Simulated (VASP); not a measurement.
Here is a VASP 6.6.1 calculation.

Contents of INCAR:

```
ALGO = Normal
EDIFF = 1E-7
ENCUT = 520
ISIF = 2
ISMEAR = 0
LASPH = T
LCHARG = T
LELF = T
LMIXTAU = T
LREAL = F
LVHAR = T
LWAVE = F
METAGGA = R2SCAN
NELM = 100
PREC = Accurate
SIGMA = 0.02
```

Contents of KPOINTS:

```
k-points
0
Gamma
  8 8 8
```

File POSCAR:

```
CaO
1.0
    0.0000000000      2.3871300000      2.3871300000
    2.3871300000      0.0000000000      2.3871300000
    2.3871300000      2.3871300000      0.0000000000
Ca O
1 1
Direct
    0.0000000000      0.0000000000      0.0000000000
    0.5000000000      0.5000000000      0.5000000000
```

Potentials or basis: VASP PAW PBE potentials, release 64 (Ca_sv, O).

Command:

```console
$ cat potpaw_PBE.64/Ca_sv/POTCAR potpaw_PBE.64/O/POTCAR > POTCAR
$ mpirun -np 1 vasp_std > vasp.out
```

(1) What does it give for the band gap on the k mesh?

(2) What does it give for the pressure?

## Answers

(1) 4.18 eV, indirect (least direct gap 4.55 eV).

(2) 2.7 GPa.

Caveat: the PAW data sets were made with another functional, which shifts forces and pressure a little.
